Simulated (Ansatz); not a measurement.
## MgS: from a guess to a relaxed structure

All numbers below come from DFT PBE, scalar-relativistic, plane waves, PAW in Ansatz 0.2.0. Cutoff 420 eV, Gaussian smearing, Γ-centred meshes. Cell and atoms relax first on a coarse mesh and then on a converged one. In between, the cell is made exact in the group found at 0.06 Å. The steps can't lower the symmetry of their start. No spin polarisation.

The guess for MgS was made by a generator: random cell by space group and Wyckoff sites (P6/mmm, No. 191). Its size is a rough estimate.

```
Mg S
1.0
     3.13063    0.00000    0.00000
    -1.56532    2.71121    0.00000
     0.00000    0.00000    4.56484
Mg S
1 1
Direct
  0.00000 0.00000 0.00000
  0.00000 0.00000 0.50000
```

Formation energies are uncorrected and refer to the elements' standard structures at the same level.

**Question.** What does it relax into?

**Answer.** The symmetry stays P6/mmm (No. 191). The volume per atom grows by 332.1 %, from 19.4 to 83.7 Å³. The shortest distance goes from 2.28 Å (Mg–S) to 2.23 Å (Mg–S). The ratio c/a of the conventional cell changes by a factor of 0.46. The energy falls by about 0.67 eV/atom (the start's value is from the coarse mesh). Conventional cell: a = 6.586 Å, c = 4.457 Å. Mg has 2 S at 2.23 Å; S is surrounded by 2 Mg at 2.23 Å.

```
Mg S
1.0
     6.58606    0.00000    0.00000
    -3.29303    5.70369    0.00000
     0.00000    0.00000    4.45690
Mg S
1 1
Direct
  0.00000 0.00000 0.00000
  0.00000 0.00000 0.50000
```

**Question.** Give its energy and gap.

**Answer.** The energy over the elements is −0.394 eV/atom. The gap on the 6×6×6 mesh of the 2-atom cell is 2.45 eV.

The last run used Gaussian smearing of 0.02 eV. Weakly bound directions are ill-defined at this level, which has no dispersion term. Kohn–Sham gaps at this level usually fall short of measured ones. The reference form of S is held partly by dispersion forces, which this level lacks. Symmetry constrained the relaxation, so the result can be a saddle point. In all, the 4 runs took 120 s on 1 thread of Intel(R) Xeon(R) Processor @ 2.50GHz (Skylake/Cascade Lake) (shared host). Another cell of MgS relaxed alike, in Fm-3m, lies 1.05 eV/atom lower, so this cell isn't the stable form at this level.
